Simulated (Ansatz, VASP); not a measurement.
Given: the input of a run of Ansatz 0.2.0 on SiC. The cell is a database's computed one, not the measured one.

File input.yaml:

```yaml
crystal:
  lattice:
    - [3.0756941497, 0.0, 0.0]
    - [-1.5378470748, 2.6636292679, 0.0]
    - [0.0, 0.0, 10.07064648]
  atoms:
    - { symbol: Si, position: [0.0, 0.0, 0.18789438] }
    - { symbol: Si, position: [0.0, 0.0, 0.68789438] }
    - { symbol: Si, position: [0.3333333333, 0.6666666667, 0.43784198] }
    - { symbol: Si, position: [0.6666666667, 0.3333333333, 0.93784198] }
    - { symbol: C, position: [0.0, 0.0, 0.00046005] }
    - { symbol: C, position: [0.0, 0.0, 0.50046005] }
    - { symbol: C, position: [0.3333333333, 0.6666666667, 0.24980259] }
    - { symbol: C, position: [0.6666666667, 0.3333333333, 0.74980259] }
hamiltonian:
  xc: rpbe
  pseudopotentials: { kind: paw }
  dispersion: d4
kpoints:
  mp_grid: { grid: [10, 10, 3] }
scf:
  occupations: { method: fermi_dirac, width: 0.05 }
output:
  forces: true
  stress: true
  write_density: true
  write_potential: true
  elf: true
  volumetric_format: npy
relax:
  f_tol: 0.01
  max_steps: 40
  cell: { stress_tol: 0.05 }
```

Potentials or basis: Ansatz PAW.

Launch:

```sh
$ ansatz run input.yaml --threads 4 --pin off --max-ram 11264MiB --backend cpu --events-out ev --progress --plain --runs-dir out
```

Q: Translate it to VASP 6.6.1. Potentials or basis there: PBE PAW files C, Si, 600 eV.

A: As run (cutoffs and basis follow the program's own potentials, and thresholds, step limits or extra output files can differ):

Contents of INCAR:

```
SYSTEM = SiC
PREC = Accurate ; ENCUT = 600
EDIFF = 1E-6 ; ISMEAR = -1
SIGMA = 0.05 ; LREAL = .False.
LASPH = .True. ; NELM = 100
ALGO = Normal ; ISIF = 3
LWAVE = .False. ; LCHARG = .False.
GGA = RP ; IVDW = 13
IBRION = 2 ; NSW = 40
EDIFFG = -0.01
```

KPOINTS

```
Automatic mesh
0
Gamma
  10 10 3
  0 0 0
```

File POSCAR:

```
SiC
1.0
    3.0756941497      0.0000000000      0.0000000000
   -1.5378470748      2.6636292679      0.0000000000
    0.0000000000      0.0000000000     10.0706464800
Si C
4 4
Direct
    0.0000000000      0.0000000000      0.1878943800
    0.0000000000      0.0000000000      0.6878943800
    0.3333333333      0.6666666667      0.4378419800
    0.6666666667      0.3333333333      0.9378419800
    0.0000000000      0.0000000000      0.0004600500
    0.0000000000      0.0000000000      0.5004600500
    0.3333333333      0.6666666667      0.2498025900
    0.6666666667      0.3333333333      0.7498025900
```

Potentials or basis: VASP PAW PBE potentials, release 64 (Si, C).

Run with:

```sh
$ cat potpaw_PBE.64/Si/POTCAR potpaw_PBE.64/C/POTCAR > POTCAR
$ mpirun -np 1 vasp_std > vasp.out
```

Both were run:

|  | Ansatz | VASP |
| --- | --- | --- |
| Relaxed volume | 10.18 Å³/atom | 10.14 Å³/atom |
| Relaxed cell | a = 3.062 Å, b = 3.062 Å, c = 10.026 Å, α = 90.00°, β = 90.00°, γ = 120.00° | a = 3.059 Å, b = 3.059 Å, c = 10.015 Å, α = 90.00°, β = 90.00°, γ = 120.00° |
| Space group after relaxing | P6_3mc (No. 186) | P6_3mc (No. 186) |
| Pressure after relaxing | 0.0 GPa | 0.0 GPa |

Ansatz's pressure holds a Pulay term of +0.24 GPa for its cutoff of 420 eV, which the other run lacks.

Ansatz's potentials were made for PBE. VASP's potentials were made for PBE.

Where Ansatz's input types no cutoff or centring, it takes its own default and a Γ-centred mesh.

Pressure is positive in compression.
